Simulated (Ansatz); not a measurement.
SrCl2:

```
CELL_PARAMETERS angstrom
0.00000 3.48835 3.48835
3.48835 0.00000 3.48835
3.48835 3.48835 0.00000
ATOMIC_POSITIONS crystal
Sr 0.00000 0.00000 0.00000
Cl 0.75000 0.75000 0.75000
Cl 0.25000 0.25000 0.25000
```

Base run:

| Quantity | Value |
| --- | --- |
| Program | Ansatz 0.2.0 |
| Functional | PBE |
| Potentials or basis | all-electron LAPW, scalar-relativistic |
| Cutoff | 156 eV |
| Density cutoff | 624 eV |
| Basis error allowed | 0.001 eV/atom |
| k mesh | 7 × 7 × 7 |
| Occupations | fermi-dirac, width 0.05 eV |
| Spin | no spin polarisation |

Its results: band gap on the k mesh 5.38 eV, indirect (least direct gap 5.68 eV); pressure 1.0 GPa.

**Question.** After a change of settings the same cell gave: band gap on the k mesh 5.18 eV, indirect (least direct gap 5.48 eV); pressure -1.1 GPa. Which change was it?
A. functional from PBE to LDA; basis error allowed from 0.001 eV/atom to 0.002 eV/atom
B. functional from PBE to PBEsol
C. basis error allowed from 0.001 eV/atom to 0.002 eV/atom

**Answer.** B.

PBEsol binds more tightly than PBE, so the same cell stands under less pressure.

Caveats: an odd mesh through Γ misses points on the zone boundary, where band edges often lie.

Not every run made on this cell is shown here.
